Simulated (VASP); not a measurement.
# Be (P6_3/mmc) in VASP: further runs

One crystal, Be, is run at these levels: LDA; tasks: single point.

All numbers are computed with VASP 6.6.1; they aren't measurements. Logs are shortened: lines on timing, memory, paths and dates and some standing lists are left out, and cuts for length are marked.

### Step 1. The structure

It takes space group P6_3/mmc (No. 194, hexagonal). Conventional cell: a = 2.285 Å, b = 2.285 Å, c = 3.584 Å, α = 90.00°, β = 90.00°, γ = 120.00°. Around Be (site symmetry -6m2) lie 12 Be at 2.23 to 2.29 Å.

### Step 2. Single point, LDA

The input, INCAR:

```
  ADDGRID = F
  ALGO = Normal
  EDIFF = 1E-6
  ENCUT = 900
  GGA = CA
  ISIF = 2
  ISMEAR = 1
  LASPH = T
  LCHARG = F
  LREAL = F
  LWAVE = F
  NELM = 100
  PREC = Accurate
  SIGMA = 0.2
```

The input, KPOINTS:

```
k-points
0
Gamma
  6 6 4
```

The input, POSCAR:

```
Be
1.0
    2.2853000000      0.0000000000      0.0000000000
   -1.1426500000      1.9791278553      0.0000000000
    0.0000000000      0.0000000000      3.5842000000
Be
2
Direct
    0.6666666667      0.3333333333      0.7500000000
    0.3333333333      0.6666666667      0.2500000000
```

Potentials or basis: VASP PAW LDA potentials, release 64 (Be).

Launch:

```
cat potpaw_LDA.64/Be/POTCAR > POTCAR
mpirun -np 1 vasp_std > vasp.out
```

OUTCAR:

```text
EDIFF = 1E-6
   ENCUT = 900
   GGA = CA
   ISIF = 2
   ISMEAR = 1
   LASPH = T
   LREAL = F
   NELM = 100
   PREC = Accurate

 Found     21 irreducible k-points:

 Following reciprocal coordinates:
            Coordinates               Weight
  0.000000  0.000000  0.000000      1.000000
  0.166667  0.000000  0.000000      6.000000
  0.333333  0.000000  0.000000      6.000000
  0.500000  0.000000  0.000000      3.000000
  0.166667  0.166667  0.000000      6.000000
  0.333333  0.166667  0.000000     12.000000
   k-points           NKPTS =     21   k-points in BZ     NKDIM =     21   number of bands    NBANDS=      6
   number of dos      NEDOS =    301   number of ions     NIONS =      2
   total plane-waves  NPLWV =  20736
   dimension x,y,z NGX =    24 NGY =   24 NGZ =   36
   dimension x,y,z NGXF=    48 NGYF=   48 NGZF=   72
   ions per type =               2
   NGX,Y,Z   is equivalent  to a cutoff of  17.46, 17.46, 16.70 a.u.
   NGXF,Y,Z  is equivalent  to a cutoff of  34.92, 34.92, 33.40 a.u.
 SYSTEM =  unknown system
   PREC   = accura    normal or accurate (medium, high low for compatibility)
   ISTART =      0    job   : 0-new  1-cont  2-samecut
   ICHARG =      2    charge: 1-file 2-atom 10-const
   ISPIN  =      1    spin polarized calculation?
   LNONCOLLINEAR =      F non collinear calculations
   LSORBIT =      F    spin-orbit coupling
   LASPH  =      T    aspherical Exc in radial PAW
   ENCUT  =  900.0 eV  66.15 Ry    8.13 a.u.   5.59  5.59  8.77*2*pi/ulx,y,z
   NELM   =    100;   NELMIN=  2; NELMDL= -5     # of ELM steps
   EDIFF  = 0.1E-05   stopping-criterion for ELM
   LREAL  =      F    real-space projection
   EDIFFG = 0.1E-04   stopping-criterion for IOM
   NSW    =      0    number of steps for IOM
   IBRION =     -1    ionic relax: 0-MD 1-quasi-New 2-CG
   NFREE  =      0    steps in history (QN), initial steepest desc. (CG)
   ISIF   =      2    stress and relaxation
   ISYM   =      2    0-nonsym 1-usesym 2-fastsym
   POTIM  = 0.5000    time-step for ionic-motion
   TEBEG  =    0.0;   TEEND  =   0.0 temperature during run
   PSTRESS=    0.0 pullay stress
   NELECT =       4.0000    total number of electrons
   NUPDOWN=      -1.0000    fix difference up-down
   EMIN   =  10.00;   EMAX   =-10.00  energy-range for DOS
   EFERMI =   0.00;   METHOD = LEGACY
   ISMEAR =     1;   SIGMA  =   0.20  broadening in eV -4-tet -1-fermi 0-gaus
   EFERMI_NEDOS =   21; number of points for ismear=-14 and -15
   IALGO  =     38    algorithm
   IMIX   =      4    mixing-type and parameters
     AMIX     =   0.40;   BMIX     =  1.00
     AMIX_MAG =   1.60;   BMIX_MAG =  1.00
  volume/ion in A,a.u.               =       8.11        54.70
  Fermi-wavevector in a.u.,A,eV,Ry     =   1.026814  1.940397 14.345258  1.054347
  Thomas-Fermi vector in A             =   2.160726
   LORBIT       =      0    0 simple, 1 ext, 2 COOP (PROOUT), +10 PAW based schemes
   GGA     = CA    functional components
   LHFCALC =     F    Hartree Fock is set to
   AEXX    =    0.0000 exact exchange contribution
   IVDW    =     0    specifies the selected vdW correction
   LEPSILON=     F    determine dielectric tensor
   LRPA    =     F    only Hartree local field effects (RPA)
 non-spin polarized calculation
 Methfessel and Paxton  Order N= 1 SIGMA  =   0.20
  energy-cutoff  :      900.00
  volume of cell :       16.21
 maximum number of plane-waves:      1020
 NGX is ok and might be reduce to    24
   NGX = 11   NGY = 11   NGZ = 17

 number of electron       4.0000000 magnetization

 Free energy of the ion-electron system (eV)
  ---------------------------------------------------
  ext. energy  EPLUGINS =         0.00000000
  ---------------------------------------------------
  free energy    TOTEN  =        -8.33419635 eV

  energy without entropy =       -8.33623047  energy(sigma->0) =       -8.33487439

 E-fermi :   5.9224     XC(G=0): -10.5389

 val. band max:        5.7572284937   @ k =   0.3333   0.1667   0.0000
 cond. band min:       6.2931550219   @ k =   0.3333   0.0000   0.0000
 fundamental gap:      0.5359265283
 Fermi energy:         5.9223974965

 k-point     1 :       0.0000    0.0000    0.0000
  band No.  band energies     occupation
      1      -4.4943      2.00000
      2       2.2590      2.00000
      3       7.7847     -0.00000
      4      21.9210      0.00000
      5      21.9210      0.00000
      6      24.7234      0.00000

 k-point     2 :       0.1667    0.0000    0.0000
  band No.  band energies     occupation
      1      -3.7170      2.00000
      2       3.2796      2.00000
      3       7.9515     -0.00000
      4      17.4641      0.00000
      5      19.2076      0.00000
      6      24.3907      0.00000

 k-point     3 :       0.3333    0.0000    0.0000
  band No.  band energies     occupation
      1      -1.3916      2.00000
      2       6.2932     -0.02490
      3       7.0424     -0.00000
      4      12.7965      0.00000
      5      16.5455      0.00000
      6      18.4930      0.00000

 k-point     4 :       0.5000    0.0000    0.0000
  band No.  band energies     occupation
      1       1.6719      2.00000
      2       3.5049      2.00000
      3      10.0961      0.00000
      4      13.0022      0.00000
      5      13.2063      0.00000
      6      15.6049      0.00000

 k-point     5 :       0.1667    0.1667    0.0000
  band No.  band energies     occupation
      1      -2.1558      2.00000
      2       5.3016      2.00010
      3       8.0771     -0.00000
      4      13.2504      0.00000
      5      15.5399      0.00000
      6      21.3635      0.00000

 k-point     6 :       0.3333    0.1667    0.0000
  band No.  band energies     occupation
      1       0.9295      2.00000
      2       5.7572      1.99273
      3       9.1707     -0.00000
      4      10.3666      0.00000
      5      13.5248      0.00000
      6      15.5413      0.00000

 [... further k-points ...]

------------------------ aborting loop because EDIFF is reached ----------------------------------------

  FORCE on cell =-STRESS in cart. coord.  units (eV):
  Direction    XX          YY          ZZ          XY          YZ          ZX
  --------------------------------------------------------------------------------------
  -------------------------------------------------------------------------------------
  Total       -0.3684284     -0.3684284     -1.5441326      0.0000000     -0.0000000      0.0000000
  in kB      -36.4128238    -36.4128238   -152.6110129      0.0000000     -0.0000000      0.0000000
  external PRESSURE =     -75.1455535 kB  Pullay stress =       0.0000000 kB

 VOLUME and BASIS-vectors are now :
 -----------------------------------------------------------------------------
  energy-cutoff  :      900.00
  volume of cell :       16.21
      direct lattice vectors                 reciprocal lattice vectors
     2.285300000  0.000000000  0.000000000     0.437579311  0.252636533  0.000000000
    -1.142650000  1.979127855  0.000000000     0.000000000  0.505273066  0.000000000
     0.000000000  0.000000000  3.584200000     0.000000000  0.000000000  0.279002288

 POSITION                                       TOTAL-FORCE (eV/Angst)
 -----------------------------------------------------------------------------------
      1.14265      0.65971      2.68815         0.000000      0.000000      0.000000
     -0.00000      1.31942      0.89605        -0.000000     -0.000000      0.000000
 -----------------------------------------------------------------------------------
    total drift:                                0.000000     -0.000000      0.000000

  FREE ENERGIE OF THE ION-ELECTRON SYSTEM (eV)
  ---------------------------------------------------
  free  energy   TOTEN  =        -8.3341963546 eV

  energy  without entropy=       -8.3362304681  energy(sigma->0) =       -8.33487439
```

Wall time 1.7 s (1 thread of AMD EPYC 9R45 (Zen 5), shared host); peak memory 0.1 GiB.

These settings aren't checked as converged: the numbers below hold their error.

What came out:

* Free energy: -8.3342 eV
* Pressure: -7.5 GPa
* Band gap on the k mesh: none (metal or under the smearing width)

Caveat: the k mesh is coarse (spacing up to 0.53 Å⁻¹), so the values aren't converged.

### Step 3. Single point, LDA

INCAR is that of step 2.

KPOINTS is that of step 2.

The input, POSCAR:

```
Be
1.0
    2.2853000000      0.0000000000      0.0000000000
   -1.1426500000      1.9791278553      0.0000000000
    0.0000000000      0.0000000000      3.5842000000
Be
2
Direct
    0.6556040000      0.3139550000      0.7387090000
    0.3030700000      0.6820070000      0.2728280000
```

Potentials or basis: VASP PAW LDA potentials, release 64 (Be).

Launch:

```
cat potpaw_LDA.64/Be/POTCAR > POTCAR
mpirun -np 1 vasp_std > vasp.out
```

Run time: 5.1 s. Hardware: 1 thread of AMD EPYC 9R45 (Zen 5), shared host; peak memory 0.11 GiB.

The run converged, but some of its settings lie outside the range that counts as converged, so its numbers aren't taken as properties of the crystal.

Results:

* Free energy: -8.2624 eV
* Pressure: -6.0 GPa
* Largest force: 0.942 eV/Å
* Band gap on the k mesh: none (metal or under the smearing width)

Caveat: the k mesh is coarse (spacing up to 0.53 Å⁻¹), so the values aren't converged.

### Step 4. Single point, LDA

Edit INCAR of step 3 so:

```diff
@@ -3,3 +3,3 @@
   EDIFF = 1E-6
-  ENCUT = 900
+  ENCUT = 280
   GGA = CA
```

The input, KPOINTS:

```
k-points
0
Gamma
  11 11 7
```

The input, POSCAR:

```
Be
1.0
    2.2853000000      0.0000000000      0.0000000000
   -1.1426500000      1.9791278553      0.0000000000
    0.0000000000      0.0000000000      3.5842000000
Be
2
Direct
    0.6666666667      0.3333333333      0.7500000000
    0.3333333333      0.6666666667      0.2500000000
```

Launch:

```
cat potpaw_LDA.64/Be/POTCAR > POTCAR
mpirun -np 1 vasp_std > vasp.out
```

Run time: 1 s. Hardware: 1 thread of AMD EPYC 9R45 (Zen 5), shared host; peak memory 0.07 GiB.

The run converged, but some of its settings lie outside the range that counts as converged, so its numbers aren't taken as properties of the crystal.

Results:

| Property | Result |
| --- | --- |
| Free energy | -8.3760 eV |
| Band gap on the k mesh | none (metal or under the smearing width) |

Caveat: the cutoff is under 1.25 times the usual one of these potentials, so pressure, stress and relaxed cells hold a basis-set (Pulay) error.
